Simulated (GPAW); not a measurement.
## Sb in GPAW: the effect of functional

Slab: Sb, a slab with vacuum.

```xyz
7
Lattice="3.3690 0.0000 0.0000 -1.6845 2.9176 0.0000 0.0000 0.0000 30.9900" Properties=species:S:1:pos:R:3 pbc="T T T"
Sb    1.6845    0.9725    7.5000
Sb    0.0000    1.9451   10.1650
Sb    1.6845    0.9725   12.8300
Sb    0.0000    1.9451   15.4950
Sb    1.6845    0.9725   18.1600
Sb    0.0000    1.9451   20.8250
Sb    1.6845    0.9725   23.4900
```

The slab is cut from a database's or a generator's crystal, which needn't be the stable form of the element.

The cell isn't the ideal one: the (0 0 1) slab of Sb, cut from the database cell, not relaxed.

Alike in all runs:

```yaml
Program: GPAW 26.7.0
Task: single point
Cutoff: 450 eV
Basis: pw
k_mesh: 9 × 9 × 1
Occupations: fermi-dirac, width 0.05 eV
Spin: no spin polarisation
```

```csv
functional,potentials or basis,largest force (eV/Å),work function (eV)
LDA,the program's PAW data sets (release 1.2.1) made for this functional,0.46,4.41
PBE,GPAW PAW data sets (gpaw-data 1.2.1),0.36,4.14
PBEsol,PAW data sets generated in the run's folder for this functional,0.38,4.23
RPBE,the program's PAW data sets (release 1.2.1) made for this functional,0.37,4.03
r2SCAN,GPAW PAW data sets (gpaw-data 1.2.1),0.41,4.25
vdW-DF-cx,GPAW PAW data sets (gpaw-data 1.2.1),?,?
BEEF-vdW,GPAW PAW data sets (gpaw-data 1.2.1),0.35,4.35
revPBE,the program's PAW data sets (release 1.2.1) made for this functional,0.37,4.04
WC,PAW data sets generated in the run's folder for this functional,0.36,4.22
```

Problem. What does the run with functional vdW-DF-cx give?

Solution. Largest force 0.34 eV/Å; work function 4.29 eV.

Caveats: the PAW data sets were made with another functional, which shifts forces and pressure a little (some runs).
